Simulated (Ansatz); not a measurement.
# CuI: a single-point run

The task is a single-point run on CuI. The structure is shown as the input types it.

The COD entry's cell or inner coordinates are ideal or old and differ from later refinements, so a difference from it is no clean test against experiment.

Method: Kohn-Sham DFT, with the functional, basis and potentials that each input names, in Ansatz 0.2.0.

### 1 The system as given

Symmetry: F-43m, No. 216, cubic system. Conventional cell: a = 5.981 Å, b = 5.981 Å, c = 5.981 Å, α = 90.00°, β = 90.00°, γ = 90.00°. Cu (site symmetry -43m) is surrounded by 4 I at 2.59 Å. Around I (site symmetry -43m) lie 4 Cu at 2.59 Å.

Structure file:

```xyz
2
Lattice="0.0000 2.9905 2.9905 2.9905 0.0000 2.9905 2.9905 2.9905 0.0000" Properties=species:S:1:pos:R:3 pbc="T T T"
Cu    4.4858    4.4858    4.4858
I     0.0000    0.0000    0.0000
```

### 2 Running it

Contents of input.yaml:

```yaml
crystal:
  lattice:
    - [0.0, 2.9905287613, 2.9905287613]
    - [2.9905287613, 0.0, 2.9905287613]
    - [2.9905287613, 2.9905287613, 0.0]
  atoms:
    - { symbol: Cu, position: [0.75, 0.75, 0.75] }
    - { symbol: I, position: [0.0, 0.0, 0.0] }
kpoints:
  mp_grid: { grid: [9, 9, 9] }
scf:
  occupations: { method: fermi_dirac, width: 0.03 }
  max_iter: 100
hamiltonian:
  xc: pbe
  pseudopotentials: { kind: all_electron, datasets: crystal }
  hubbard: { sites: [{ species: Cu, l: d, u_eff: -5.0 }] }
output:
  forces: true
  stress: true
  eigenvalues: true
  efg: { contact_densities: true }
```

The run is started by

```console
> ansatz run input.yaml --threads 1 --pin off --max-ram 2048MiB --backend cpu --events-out ev --progress --plain --runs-dir out
```

What happens when this is run?

Nothing was computed: the input was turned down at the start. Its message: «2 input errors — fix all and re-run 2. hamiltonian.pseudopotentials.datasets: crystal with hamiltonian.hubbard without hamiltonian.hubbard.projectors: augmentation-sphere ...»

Look at the input: hamiltonian.hubbard.sites is [{species: Cu, l: d, u_eff: -5.0}]. A U of this value distorts the shell's occupations and the levels near the Fermi energy.

Remedy: delete hamiltonian.hubbard.sites.
